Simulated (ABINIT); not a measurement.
Here is an ABINIT 10.8.3 (patched build) calculation.

The input run.abi:

```
# Pseudopotentials
pp_dirpath "./"
pseudos "Fe.GGA_PBE-JTH.xml, Si.GGA_PBE-JTH.xml"

# Structure
acell 4.5507 4.5507 4.5507 Angstrom
rprim
     1.0000000000     0.0000000000     0.0000000000
     0.0000000000     1.0000000000     0.0000000000
     0.0000000000     0.0000000000     1.0000000000
ntypat 2
znucl 26 14
natom 8
typat 1 1 1 1 2 2 2 2
xred
     0.8634800000     0.6365200000     0.3634800000
     0.6365200000     0.3634800000     0.8634800000
     0.3634800000     0.8634800000     0.6365200000
     0.1365200000     0.1365200000     0.1365200000
     0.1576000000     0.3424000000     0.6576000000
     0.3424000000     0.6576000000     0.1576000000
     0.6576000000     0.1576000000     0.3424000000
     0.8424000000     0.8424000000     0.8424000000

# Plane-wave basis
ecut 26.0
pawecutdg 48.0
pawxcdev 0

# k points
kptopt 1
ngkpt 6 6 6
nshiftk 1
shiftk 0.0 0.0 0.0

# Exchange and correlation
ixc 11

# Bands and occupations
nband 51
occopt 3
tsmear 0.05 eV

# Spin
nsppol 2
spinat
     0.0000000000     0.0000000000     5.0000000000
     0.0000000000     0.0000000000     5.0000000000
     0.0000000000     0.0000000000     5.0000000000
     0.0000000000     0.0000000000     5.0000000000
     0.0000000000     0.0000000000     0.0000000000
     0.0000000000     0.0000000000     0.0000000000
     0.0000000000     0.0000000000     0.0000000000
     0.0000000000     0.0000000000     0.0000000000

# SCF cycle
nstep 100
tolvrs 1.0e-9

# Output
iomode 3
prtwf 0
prtden 0
prteig 0
prtebands 0
prtvol 2
```

Potentials or basis: JTH PAW PBE v2.0.

The run is started by

```console
$ abinit run.abi > log 2>&1
```

Task: Predict the net moment.

Result: 3.78 μB per cell.

Task: What does it give for the largest force?

Result: 0.093 eV/Å.

Task: Predict the pressure.

Result: -10.8 GPa.

Forces in eV/Å, atoms in the order of the input:
```
Fe   0.038 -0.038  0.038
Fe  -0.038  0.038  0.038
Fe   0.038  0.038 -0.038
Fe  -0.038 -0.038 -0.038
Si  -0.054  0.054 -0.054
Si   0.054 -0.054 -0.054
Si  -0.054 -0.054  0.054
Si   0.054  0.054  0.054
```

Caveat: the moment fell far below its start of 5 μB, so a state of higher moment may lie lower in energy.
